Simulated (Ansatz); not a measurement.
**Nudged elastic band run: Si**

Input file:

```yaml
crystal:
  lattice:
    - [10.86, 0.0, 0.0]
    - [0.0, 10.86, 0.0]
    - [0.0, 0.0, 10.86]
  atoms:
    - { symbol: Si, position: [0.49949027, 1.62e-06, -0.00023413] }
    - { symbol: Si, position: [0.62398744, 0.12409078, 0.12540345] }
    - { symbol: Si, position: [0.74968613, 0.24957295, -0.00034077] }
    - { symbol: Si, position: [0.8754784, 0.37511094, 0.12478849] }
    - { symbol: Si, position: [0.75142786, -0.00191123, 0.25073216] }
    - { symbol: Si, position: [0.87455871, 0.12519571, 0.37467406] }
    - { symbol: Si, position: [-1.642e-05, 6.633e-05, -0.00036717] }
    - { symbol: Si, position: [0.12520919, 0.12541073, 0.12468523] }
    - { symbol: Si, position: [0.24968841, 0.25030841, -0.00036796] }
    - { symbol: Si, position: [0.37464428, 0.37500093, 0.12447653] }
    - { symbol: Si, position: [0.4999105, 0.50014339, -0.00060928] }
    - { symbol: Si, position: [0.62521487, 0.62511265, 0.12426676] }
    - { symbol: Si, position: [0.74976206, 0.74971683, -0.00059187] }
    - { symbol: Si, position: [0.874679, 0.87451485, 0.12371443] }
    - { symbol: Si, position: [0.24990471, -0.00040484, 0.24981103] }
    - { symbol: Si, position: [0.37547069, 0.12447892, 0.37368858] }
    - { symbol: Si, position: [0.49992072, 0.24999889, 0.24964823] }
    - { symbol: Si, position: [0.62514114, 0.37461132, 0.37489438] }
    - { symbol: Si, position: [0.74854334, 0.50082683, 0.25067734] }
    - { symbol: Si, position: [0.87482677, 0.6252713, 0.37391221] }
    - { symbol: Si, position: [0.50119174, -0.00137952, 0.50101207] }
    - { symbol: Si, position: [0.62485952, 0.12560128, 0.62445282] }
    - { symbol: Si, position: [0.74976341, 0.24966946, 0.49947831] }
    - { symbol: Si, position: [0.87433149, 0.37458291, 0.62404079] }
    - { symbol: Si, position: [0.74805993, -0.00060657, 0.7491068] }
    - { symbol: Si, position: [0.87591682, 0.12484531, 0.87428963] }
    - { symbol: Si, position: [-0.00052785, 0.50011868, -0.00046522] }
    - { symbol: Si, position: [0.12459146, 0.62403167, 0.12470192] }
    - { symbol: Si, position: [0.2499589, 0.7497154, -0.00051617] }
    - { symbol: Si, position: [0.37511685, 0.87554748, 0.12498459] }
    - { symbol: Si, position: [-0.00025742, 0.25028375, 0.249789] }
    - { symbol: Si, position: [0.12413795, 0.37554637, 0.37424797] }
    - { symbol: Si, position: [0.2495358, 0.49991934, 0.24987673] }
    - { symbol: Si, position: [0.37421609, 0.62547171, 0.37477012] }
    - { symbol: Si, position: [0.50116776, 0.7486754, 0.25086517] }
    - { symbol: Si, position: [0.62506175, 0.87475795, 0.37504059] }
    - { symbol: Si, position: [-0.00142732, -0.0014119, 0.49821278] }
    - { symbol: Si, position: [0.12448916, 0.12469882, 0.62531971] }
    - { symbol: Si, position: [0.24989683, 0.24984653, 0.49937385] }
    - { symbol: Si, position: [0.37506878, 0.37554949, 0.62501425] }
    - { symbol: Si, position: [0.50088278, 0.50134475, 0.49802919] }
    - { symbol: Si, position: [0.62442774, 0.62548406, 0.62432378] }
    - { symbol: Si, position: [0.8751793, 0.87615125, 0.62589293] }
    - { symbol: Si, position: [0.24970746, -0.00013699, 0.74949337] }
    - { symbol: Si, position: [0.37440968, 0.12554567, 0.8746853] }
    - { symbol: Si, position: [0.49969671, 0.2505179, 0.74938949] }
    - { symbol: Si, position: [0.6242257, 0.37536921, 0.8740897] }
    - { symbol: Si, position: [0.75105427, 0.50137418, 0.74776653] }
    - { symbol: Si, position: [0.87433603, 0.62526933, 0.87462588] }
    - { symbol: Si, position: [-0.00116555, 0.75141387, 0.25021841] }
    - { symbol: Si, position: [0.12507508, 0.87441501, 0.37483737] }
    - { symbol: Si, position: [-0.00187291, 0.50147006, 0.50100614] }
    - { symbol: Si, position: [0.12509766, 0.62521046, 0.62425127] }
    - { symbol: Si, position: [0.24961741, 0.74987528, 0.49956535] }
    - { symbol: Si, position: [0.37416841, 0.87474217, 0.62407785] }
    - { symbol: Si, position: [-0.00014378, 0.25026406, 0.74930686] }
    - { symbol: Si, position: [0.1249915, 0.37511123, 0.87467214] }
    - { symbol: Si, position: [0.25002042, 0.50013458, 0.74938285] }
    - { symbol: Si, position: [0.37547663, 0.62447194, 0.87390212] }
    - { symbol: Si, position: [0.50102537, 0.75198372, 0.74824496] }
    - { symbol: Si, position: [0.62492548, 0.87486282, 0.87537395] }
    - { symbol: Si, position: [-0.00125509, 0.74877293, 0.74834771] }
    - { symbol: Si, position: [0.12456797, 0.87573764, 0.87437215] }
basis:
  ecutwfc: 420.0
kpoints:
  mp_grid: { grid: [1, 1, 1] }
hamiltonian:
  xc: lda
  pseudopotentials: { kind: paw, azcp: { folder: soft_1 } }
scf:
  occupations: { method: fermi_dirac, width: 0.05 }
  lower_state_search: "off"
neb:
  images: 5
  f_tol: 0.05
  initial_path: idpp
  max_iterations: 80
  final_atoms:
    - { symbol: Si, position: [0.49976313, 0.00023687, -0.00023687] }
    - { symbol: Si, position: [0.62506175, 0.12511115, 0.12506175] }
    - { symbol: Si, position: [0.74925688, 0.2504317, 0.0004317] }
    - { symbol: Si, position: [0.87646198, 0.37620453, 0.12620453] }
    - { symbol: Si, position: [0.75027344, 0.00050006, 0.25027344] }
    - { symbol: Si, position: [0.875, 0.125, 0.375] }
    - { symbol: Si, position: [0.00074312, -0.0004317, 0.0004317] }
    - { symbol: Si, position: [0.12493825, 0.12488885, 0.12506175] }
    - { symbol: Si, position: [0.25023687, 0.24976313, -0.00023687] }
    - { symbol: Si, position: [0.37511115, 0.37506175, 0.12506175] }
    - { symbol: Si, position: [0.5004317, 0.49925688, 0.0004317] }
    - { symbol: Si, position: [0.62620453, 0.62646198, 0.12620453] }
    - { symbol: Si, position: [0.75027344, 0.74972656, -0.00050006] }
    - { symbol: Si, position: [0.87353802, 0.87379547, 0.12620453] }
    - { symbol: Si, position: [0.2495683, -0.0004317, 0.24925688] }
    - { symbol: Si, position: [0.375, 0.125, 0.375] }
    - { symbol: Si, position: [0.5004317, 0.2504317, 0.24925688] }
    - { symbol: Si, position: [0.62620453, 0.37620453, 0.37646198] }
    - { symbol: Si, position: [0.75012918, 0.50012918, 0.25012918] }
    - { symbol: Si, position: [0.75012918, 0.74987082, 0.49987082] }
    - { symbol: Si, position: [0.5004317, -0.0004317, 0.50074312] }
    - { symbol: Si, position: [0.62506175, 0.12488885, 0.62493825] }
    - { symbol: Si, position: [0.75027344, 0.24949994, 0.49972656] }
    - { symbol: Si, position: [0.87353802, 0.37620453, 0.62379547] }
    - { symbol: Si, position: [0.74925688, -0.0004317, 0.7495683] }
    - { symbol: Si, position: [0.875, 0.125, 0.875] }
    - { symbol: Si, position: [-0.00027344, 0.50027344, -0.00050006] }
    - { symbol: Si, position: [0.12379547, 0.62353802, 0.12620453] }
    - { symbol: Si, position: [0.2495683, 0.75074312, 0.0004317] }
    - { symbol: Si, position: [0.37488885, 0.87493825, 0.12506175] }
    - { symbol: Si, position: [-0.00027344, 0.24949994, 0.25027344] }
    - { symbol: Si, position: [0.12379547, 0.37620453, 0.37353802] }
    - { symbol: Si, position: [0.25050006, 0.50027344, 0.25027344] }
    - { symbol: Si, position: [0.375, 0.625, 0.375] }
    - { symbol: Si, position: [0.49949994, 0.74972656, 0.25027344] }
    - { symbol: Si, position: [0.62620453, 0.87379547, 0.37353802] }
    - { symbol: Si, position: [-0.00027344, 0.00050006, 0.49972656] }
    - { symbol: Si, position: [0.12493825, 0.12511115, 0.62493825] }
    - { symbol: Si, position: [0.2495683, 0.2504317, 0.50074312] }
    - { symbol: Si, position: [0.37488885, 0.37506175, 0.62493825] }
    - { symbol: Si, position: [0.49949994, 0.50027344, 0.49972656] }
    - { symbol: Si, position: [0.62620453, 0.62353802, 0.62379547] }
    - { symbol: Si, position: [0.87646198, 0.87379547, 0.62379547] }
    - { symbol: Si, position: [0.25023687, 0.00023687, 0.75023687] }
    - { symbol: Si, position: [0.375, 0.125, 0.875] }
    - { symbol: Si, position: [0.49976313, 0.24976313, 0.75023687] }
    - { symbol: Si, position: [0.62506175, 0.37506175, 0.87511115] }
    - { symbol: Si, position: [0.75027344, 0.50027344, 0.75050006] }
    - { symbol: Si, position: [0.875, 0.625, 0.875] }
    - { symbol: Si, position: [-0.00012918, 0.74987082, 0.25012918] }
    - { symbol: Si, position: [0.12379547, 0.87379547, 0.37646198] }
    - { symbol: Si, position: [-0.00012918, 0.50012918, 0.49987082] }
    - { symbol: Si, position: [0.12379547, 0.62646198, 0.62379547] }
    - { symbol: Si, position: [0.25050006, 0.74972656, 0.49972656] }
    - { symbol: Si, position: [0.37511115, 0.87493825, 0.62493825] }
    - { symbol: Si, position: [0.00074312, 0.2504317, 0.7495683] }
    - { symbol: Si, position: [0.12493825, 0.37506175, 0.87488885] }
    - { symbol: Si, position: [0.2495683, 0.49925688, 0.7495683] }
    - { symbol: Si, position: [0.375, 0.625, 0.875] }
    - { symbol: Si, position: [0.5004317, 0.75074312, 0.7495683] }
    - { symbol: Si, position: [0.62506175, 0.87493825, 0.87488885] }
    - { symbol: Si, position: [-0.00027344, 0.74972656, 0.75050006] }
    - { symbol: Si, position: [0.12493825, 0.87493825, 0.87511115] }
  order_check: true
```

Command:

```bash
$ ansatz run input.yaml --threads 4 --pin off --max-ram 10240MiB --backend cpu --events-out ev --progress --plain --runs-dir out
```

Output, in part (warnings, iteration lines):

```
NEB end point (image 0): max|allowed force component| = 2.591e-2 eV/Å (the criterion of neb.relax_end_points is 1.000e-2)
NEB end point (image 6): max|allowed force component| = 1.239e-2 eV/Å (the criterion of neb.relax_end_points is 1.000e-2)
NEB iter   1: max|band force component| = 6.357e-1 eV/Å  barrier→ = 0.9484 eV  barrier← = 0.9494 eV  Δτ_max = 0.1969 Å  (65 SCF iters)
NEB iter   2: max|band force component| = 2.955e-1 eV/Å  barrier→ = 0.5719 eV  barrier← = 0.5728 eV  CI = image 3  Δτ_max = 0.1992 Å  (40 SCF iters)
NEB iter   3: max|band force component| = 5.556e-1 eV/Å  barrier→ = 0.5107 eV  barrier← = 0.5116 eV  CI = image 3  Δτ_max = 0.0999 Å  (40 SCF iters)
NEB iter   4: max|band force component| = 8.921e-2 eV/Å  barrier→ = 0.3934 eV  barrier← = 0.3943 eV  CI = image 3  Δτ_max = 0.0227 Å  (39 SCF iters)
NEB iter   5: max|band force component| = 4.064e-2 eV/Å  barrier→ = 0.3911 eV  barrier← = 0.3920 eV  CI = image 3  Δτ_max = 0.0000 Å  (283 SCF iters)
```

The forces met the threshold. By the program's own check the climbing image is a first-order saddle point (lowest curvatures found: -0.85 and 0.31 eV/Å²). Limits of this set-up: coarse k mesh, PAW files made for another functional.

Final band (atoms are numbered from 1 in the order of the input):

| image | path coordinate (Å) | energy (eV) | Si19–Si20 (Å) | Si20–Si50 (Å) | Si20–Si52 (Å) |
| --- | --- | --- | --- | --- | --- |
| 0 | 0.00 | 0.00 | 2.34 | 2.34 | 2.35 |
| 1 | 0.47 | 0.08 | 2.40 | 2.40 | 2.40 |
| 2 | 0.94 | 0.29 | 2.52 | 2.49 | 2.50 |
| 3 | 1.41 | 0.39 | 2.79 | 2.69 | 2.71 |
| 4 | 1.88 | 0.29 | 3.16 | 3.07 | 3.08 |
| 5 | 2.35 | 0.09 | 3.53 | 3.47 | 3.48 |
| 6 | 2.81 | 0.00 | 3.84 | 3.84 | 3.84 |

Time of the run: 6.3 min on 4 threads of Arm Neoverse V2, with other jobs on the host, peak memory 3.2 GiB.
